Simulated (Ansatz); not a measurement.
# NbH: course of a relaxation

Theory: Ansatz, DFT PBEsol, scalar-relativistic, plane waves, PAW. (420 eV cutoff, 14×14×12 k-mesh, Gaussian smearing of 0.10 eV, no spin polarisation)

What was changed: uniaxial strain along a, with b, c and atoms relaxed: -6.0 %.

Input:

```yaml
crystal:
  lattice:
    - [2.9869958335, 0.0, 0.0]
    - [0.0, 3.2253199692, 0.0]
    - [0.0, 0.0, 3.9613776299]
  atoms:
    - { symbol: Nb, position: [0.0, 0.0, 0.0] }
    - { symbol: Nb, position: [0.5, 0.5, 0.5] }
    - { symbol: H, position: [0.0, 0.0, 0.5] }
    - { symbol: H, position: [0.5, 0.5, 0.0] }
basis:
  ecutwfc: 420
kpoints:
  mp_grid: { grid: [14, 14, 12] }
hamiltonian:
  xc: pbesol
scf:
  occupations: { method: gaussian, width: 0.1 }
output:
  forces: true
  stress: true
  eigenvalues: true
relax:
  adjacent_minimum: "off"
  f_tol: 0.008
  max_steps: 40
  cell: { stress_tol: 0.05, fix: [a, angles] }
```

F is the free energy. Steps run on the plane waves of an earlier cell, but the last one, and at times one on the way, on a freshly chosen basis, so a repeated geometry can differ a little in energy. The held parts of the cell keep their stress, so P needn't end at zero.

Steps:

```csv
step,F − F(1) (eV),largest force component (eV/Å),V (Å³/atom),P (GPa)
1,0.0000,0.000,9.541,6.53
2,-0.0098,0.000,10.013,-3.59
3,-0.0318,0.000,9.818,0.11
4,-0.0374,0.000,9.827,-0.20
5,-0.0385,0.000,9.818,-0.09
6,-0.0385,0.000,9.818,-0.09
7,-0.0395,0.000,9.818,-0.08
```

Relaxed structure:

```cif
data_structure
_symmetry_space_group_name_H-M 'P 1'
_symmetry_Int_Tables_number 1
_cell_length_a 2.9870
_cell_length_b 3.1481
_cell_length_c 4.1764
_cell_angle_alpha 90.000
_cell_angle_beta 90.000
_cell_angle_gamma 90.000
_cell_volume 39.27
loop_
_atom_site_label
_atom_site_type_symbol
_atom_site_fract_x
_atom_site_fract_y
_atom_site_fract_z
_atom_site_occupancy
Nb1 Nb 0.00000 0.00000 0.00000 1
Nb2 Nb 0.50000 0.50000 0.50000 1
H1 H 0.00000 0.00000 0.50000 1
H2 H 0.50000 0.50000 0.00000 1
```

It takes space group Immm (No. 71, orthorhombic). The conventional cell has a = 2.987 Å, b = 3.148 Å, c = 4.176 Å, α = 90.00°, β = 90.00°, γ = 90.00°. Nb (site symmetry mmm) is surrounded by 6 H at 2.09 to 2.17 Å. Around H (site symmetry mmm) lie 6 Nb at 2.09 to 2.17 Å.

The run converged. The run took of the order of 90 core-seconds.